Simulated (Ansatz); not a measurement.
## TiCo (Pm-3m), clamped-ion strain scan

Theory: DFT PBEsol, scalar-relativistic, plane waves, PAW (Ansatz). Settings: plane waves to 420 eV, k-mesh 16×16×16 (Γ-centred), Gaussian smearing 0.15 eV. Collinear spins, started from moments 0.0, 0.4 μB in atom order; the magnetic state may not be the lowest. Energies are free energies at this smearing, counted from the undisturbed cell; pressure is positive in compression.

Zero of the scan (as given, not relaxed at this level; it stands at -7.6 GPa, and it needn't be the usual structure):

```yaml
crystal:
  lattice:
    - [2.98611, 0.00000, 0.00000]
    - [0.00000, 2.98611, 0.00000]
    - [0.00000, 0.00000, 2.98611]
  atoms:
    - { symbol: Ti, position: [0.00000, 0.00000, 0.00000] }
    - { symbol: Co, position: [0.50000, 0.50000, 0.50000] }
```

The cell is strained by ε times the Voigt pattern (0, 0, 1, 0, 0, 0) (xx, yy, zz, yz, xz, xy; engineering shear) with fractional coordinates fixed. The cell is metallic on the mesh throughout.

(ε, ΔE (meV/atom)): (-0.0400, -10.3), (-0.0300, -10.6), (-0.0200, -8.9), (-0.0100, -5.4), (0.0000, 0.0), (0.0100, 7.2), (0.0200, 16.3), (0.0300, 27.1), (0.0350, 33.1), (0.0400, 39.6)